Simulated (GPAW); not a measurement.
# CoO: changing the Hubbard U on Co d

Symmetry: I4/mmm, No. 139, tetragonal system. The conventional cell has a = 3.016 Å, b = 3.016 Å, c = 4.215 Å, α = 90.00°, β = 90.00°, γ = 90.00°. Co (site symmetry 4/mmm) is surrounded by 6 O at 2.11 to 2.13 Å. O (site symmetry 4/mmm) is surrounded by 6 Co at 2.11 to 2.13 Å.

The cell comes from a database or a generator and needn't be the form met in nature.

Kept alike: task single point; functional PBE; k mesh 12 × 12 × 12; occupations fermi-dirac, width 0.05 eV; collinear spin, ferromagnetic start. Program: GPAW, GPAW PAW data sets (gpaw-data 1.2.1), cutoff 800 eV. The mesh is that of the run's cell of 2 atoms. No spin-orbit coupling.

| run | pressure (GPa) | largest site moment (μB) |
| --- | --- | --- |
| A | 4.51 | 2.75 |
| B | 3.98 | 2.72 |
| C | 6.04 | 2.82 |
| D | 2.97 | 2.65 |
| E | 5.03 | 2.77 |
| F | 2.44 | 2.61 |
| G | 3.46 | 2.69 |
| H | 0.61 | 2.52 |

Pressure is positive in compression; the values hold the error of the finite cutoff, so their zero can differ a little from the energy's minimum. For a metal such a mesh leaves the last digits unconverged. How U acts hangs on the program's projectors. The runs hold the magnetic state that their start led to, which needn't be the lowest. Site moments count inside each atom's sphere or projector.

**Question.** The runs differ in the Hubbard U on Co d alone: 0; 1; 2; 3; 4; 5; 6; 8 eV. Which run is which?

**Answer.** Run A is 5 eV; run B is 4 eV; run C is 8 eV; run D is 2 eV; run E is 6 eV; run F is 1 eV; run G is 3 eV; run H is 0 eV. The pressure rises from 0.61 to 6.04 GPa between 0 and 8 eV. Its step between 0 and 1 is the steepest for its width, which can mark a change of electronic state. The largest site moment rises from 2.52 to 2.82 μB between 0 and 8 eV. U favours whole occupations of the shell, which as a rule raises the local moment.
